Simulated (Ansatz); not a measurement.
The system is Ge.

```
Ge
1.0
     1.48805   -2.59469    0.00000
     1.48805    2.59469    0.00000
     0.00000    0.00000    4.72760
Ge
2
Direct
  0.33345 0.66655 0.25000
  0.66655 0.33345 0.75000
```

This isn't the form of Ge at room conditions, which is diamond.

A run of Ansatz 0.2.0 on this cell left the log below. Logs are shortened: lines on timing, memory, paths and dates and some standing lists are left out, and cuts for length are marked.

```text
Warning: RAYON_NUM_THREADS=2 ignored (pool sized by the plan → 2); use --threads N
Engine: ansatz 0.2.0, aarch64-unknown-linux-gnu
Pseudopotentials: kind: paw
Pseudopotential: Ge, paw, valence charge 14, recommended cutoff 420 eV (normal), Ge.paw.azcp
Functional definition: PBE
  parameter kappa = 0.804
  parameter beta = 0.06672455060314922
  exchange = pbe_x(kappa = kappa, mu = beta*pi^2/3)
  correlation = pbe_c(beta = beta)
Crystal: 2 atoms, lattice volume = 36.507 Å³
Basis set: ecut = 420 eV, 695 PW (Γ), exchange–correlation on 40×40×64 points (8 copies of the dense FFT grid, shifted against one another)
Bands: 18, of which v1, the nominal top of the filled ones, is band 14 counted from 1 (13 counted from 0)
Symmetry: 8 space group operations
Space group: Cmcm (ITA 63), of the structure as read, at distance tolerance 3.3e-5 Å
k-points: 124 of 600
Non-local potential: Ge, projectors of the file, l = 0: 2, l = 1: 2, l = 2: 3, l = 3: 1
PAW form: soft (Blöchl's): semilocal exchange-correlation on the pseudo side does not see the compensation charge
PAW one-centre angular grid: Ge, 590 points (default); XC on 64 Gauss nodes
Initial density: superposition of atomic densities (neutral atoms: chi_scale 0, normalization atom), corrected by the library's trained network
Initial wavefunctions: pseudopotential atomic-orbital guess
Functional: x = pbe(κ = 0.804, μ = 0.2195149727645171), c = pbe(β = 0.06672455060314922)
SCF iter   1: F=—  HF=-8589.293848 eV  |F-HF|=—  |Δ(HF+E_count)|=         —  Δρ=1.42e-3  dr2=4.40e-4  ethr=1.77e-3  ⟨swp⟩=5.5  Hψ=9357  notcnv=0
preconditioner: auto → none  [insulator: Δε(μ)=0.031 eV  Ē_g=23.192 eV  σ=0.015 eV  W_gap=0.85  n_scr=8 (ndim 8)  ℏωp=32.5 eV  f_vac=0.000  D(μ)=1.42/eV (n_scr^D=8)  ε∞_Penn≈3.0]
SCF iter   2: F=—  HF=-8589.293579 eV  |F-HF|=—  |Δ(HF+E_count)|=   2.69e-4  Δρ=7.06e-4  dr2=9.71e-5  ethr=1.57e-6  ⟨swp⟩=2.0  Hψ=3765  notcnv=0
SCF iter   3: F=—  HF=-8589.293727 eV  |F-HF|=—  |Δ(HF+E_count)|=   1.48e-4  Δρ=7.16e-5  dr2=8.14e-7  ethr=3.47e-7  ⟨swp⟩=2.0  Hψ=2678  notcnv=0
SCF iter   4: F=—  HF=-8589.293727 eV  |F-HF|=—  |Δ(HF+E_count)|=   3.14e-7  Δρ=1.78e-5  dr2=7.84e-8  ethr=2.91e-9  ⟨swp⟩=2.0  Hψ=3920  notcnv=0
iter 5 did not close the SCF: its close was put off for the readings that it lacked (scf_convergence_deferred on its scf_iter line)
SCF iter   5: F=-8589.293727 eV  HF=-8589.293727 eV  |F-HF|=1.15e-9  |Δ(HF+E_count)|=   7.80e-9  Δρ=5.35e-6  dr2=5.64e-9  ethr=2.80e-10  ⟨swp⟩=2.0  Hψ=3918  notcnv=0
SCF iter   6: F=-8589.293727 eV  HF=-8589.293727 eV  |F-HF|=1.66e-10  |Δ(HF+E_count)|=   2.60e-9  Δρ=1.09e-6  dr2=2.46e-10  ethr=2.02e-11  ⟨swp⟩=4.6  Hψ=11438  notcnv=0
SCF 1 converged in 6 iterations: F = -8589.293727 eV  dr2 = 2.46e-10
  greatest PAW one-centre occupation: 0.998 electrons in one spin orbital (limit 2), on the Ge atom at site 1 (counted from 0), in its partial waves of l = 2
SCF converged after 6 iterations
Free energy (F): -8589.293727 eV
Harris-Foulkes:  -8589.293727 eV  (|F-HF|=1.66e-10)
Internal energy: -8589.293562 eV  (E = F + TS)
E sigma→0 (E₀):  -8589.293645 eV
Entropy (-TS):   -0.000166 eV (-0.083 meV/atom)
Fermi energy:    11.511299 eV
--- Per-component energies (eV) ---
  E_band       = -212.404091
  E_kinetic    = 221.339482
  E_local      = -4200.593027  (includes V_loc(G=0)·N_el)
  E_nonlocal   = 830.138482
  E_hartree    = 1839.159509
  E_xc         = -151.818387
  E_vxc        = -129.852880  (∫ρ·V_xc dr)
  E_paw        = -4032.107410  (= ΣΔE_a)
  E_vpaw       = -611.755030  (= ΣTr[D̂ρ^β])
  E_aug_tail   = 0.000625  (compensation charges beyond the density's cutoff)
  E_ewald      = -3095.412836
  E_smearing   = -0.000166  (= −TS)
  E_closure    = 0.000000  (closes the sum)
  Σ components = -8589.293727   (vs F -8589.293727, Δ=0.00e0)
--- Forces (eV/Å), atoms counted from 1 ---
  atom   1  Ge     0.00000000     0.01579710     0.00000000
  atom   2  Ge     0.00000000    -0.01579710     0.00000000
  max |Σ_I F_I| component: 0.00e0 eV/Å
--- Stress (GPa, compression-positive) ---
        3.138093       0.000000       0.000000
        0.000000       4.399947       0.000000
        0.000000       0.000000       5.443326
  P = ⅓ Tr σ = 4.3271 GPa (43.271 kbar)
--- Band table (eV; the first three rows and the last of 124) ---
  k-point 0: bands = ["-13.1300", "-13.1194", "-13.1176", "-13.1157", "-13.1101", "-13.1069", "-13.0975", "-13.0971", "-13.0230", "-13.0227", "-1.8390", "4.0568", "5.9956", "18.1387", "18.2530", "20.2190", "20.3373", "21.6496"]
  k-point 1: bands = ["-13.1288", "-13.1249", "-13.1219", "-13.1180", "-13.1131", "-13.1100", "-13.0862", "-13.0853", "-13.0256", "-13.0252", "-1.6527", "2.7460", "7.6678", "18.2852", "18.3993", "19.8876", "20.1424", "20.2582"]
  k-point 2: bands = ["-13.1295", "-13.1263", "-13.1253", "-13.1208", "-13.1187", "-13.1172", "-13.0667", "-13.0658", "-13.0338", "-13.0333", "-1.0935", "1.1337", "10.3556", "16.6900", "18.6993", "18.8119", "19.8356", "19.9474"]
  k-point 123: bands = ["-13.1549", "-13.1549", "-13.1360", "-13.1360", "-13.0737", "-13.0737", "-13.0227", "-13.0227", "-13.0185", "-13.0185", "4.4668", "4.4668", "6.5739", "6.5739", "15.7861", "15.7861", "16.6253", "16.6253"]
```

**Question.** What input gives this log?

**Answer.** Single point with PBE, no spin polarisation. The files as run (others can give the same):

input.yaml
```yaml
crystal:
  lattice:
    - [1.488052925, -2.59468961, 0.0]
    - [1.488052925, 2.59468961, 0.0]
    - [0.0, 0.0, 4.72759579]
  atoms:
    - { symbol: Ge, position: [0.33344663, 0.66655337, 0.25] }
    - { symbol: Ge, position: [0.66655337, 0.33344663, 0.75] }
hamiltonian:
  xc: pbe
  pseudopotentials: { kind: paw }
kpoints:
  mp_grid: { grid: [10, 10, 6] }
scf:
  occupations: { method: gaussian, width: 0.015 }
output:
  forces: true
  stress: true
  eigenvalues: true
  write_density: true
  write_potential: true
  elf: true
  volumetric_format: npy
```

Potentials or basis: Ansatz PAW.
Launch:
```sh
$ ansatz run input.yaml --threads 2 --pin off --max-ram 5632MiB --backend cpu --events-out ev --progress --plain --runs-dir out
```
